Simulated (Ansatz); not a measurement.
Wurtzite ZnS, relaxed with r2SCAN in Ansatz 0.2.0. Space group P6_3mc (No. 186), hexagonal; a = 3.805 Å, c = 6.244 Å in the conventional setting, 19.58 Å³ an atom. Zn is surrounded by 4 S at 2.33–2.34 Å; S is surrounded by 4 Zn at 2.33–2.34 Å.

The axes x, y and z are those of this cell:
```
Zn S
1.0
     3.80545    0.00000    0.00000
    -1.90273    3.29562    0.00000
     0.00000    0.00000    6.24399
Zn S
2 2
Direct
  0.33333 0.66667 0.00034
  0.66667 0.33333 0.50034
  0.33333 0.66667 0.37466
  0.66667 0.33333 0.87466
```

Unstrained: PBE gives a direct gap of 2.213 eV at Γ. The r2SCAN gap is direct at Γ: 2.781 eV. With HSE06 the gap is 3.444 eV and direct, at Γ. Meshes: PBE 12×12×4, r2SCAN 12×12×4, HSE06 6×6×4. Strains are changes of length per length. After each strain the atoms were relaxed again with r2SCAN within the symmetry that the strain leaves, so tilts or polar shifts that break it weren't tested; points keep the names that they have in the unstrained zone. Calculated for a static, non-magnetic cell.

Q: For epitaxial -0.35 % in the xy plane, how far does the free direction move, and what happens to the gap?

A: The normal strain at zero normal stress is +0.24 %, 0.67 of the in-plane strain with the sign turned. PBE: the gap goes from 2.213 to 2.216 eV (+0.003 eV); with r2SCAN the top three valence levels at Γ, grouped 2+1 from the top over 85 meV, become 2+1 over 117 meV. r2SCAN: the gap goes from 2.781 to 2.783 eV (+0.002 eV). HSE06: the gap goes from 3.444 to 3.447 eV (+0.003 eV).

Q: Estimate what biaxial +0.91 % in x and y, z held does to the gap.

A: PBE: the gap goes from 2.213 to 2.155 eV (-0.058 eV); with r2SCAN the top three valence levels at Γ, grouped 2+1 from the top over 85 meV, become 2+1 over 38 meV. r2SCAN: the gap goes from 2.781 to 2.720 eV (-0.061 eV). HSE06: the gap goes from 3.444 to 3.380 eV (-0.064 eV). The r2SCAN energy rises by 1.8 meV an atom.

The meshes of the hybrids are coarse, so their gaps aren't converged to the digits shown.

The splittings at Γ are without spin-orbit coupling, which regroups them where it is of like size or larger.
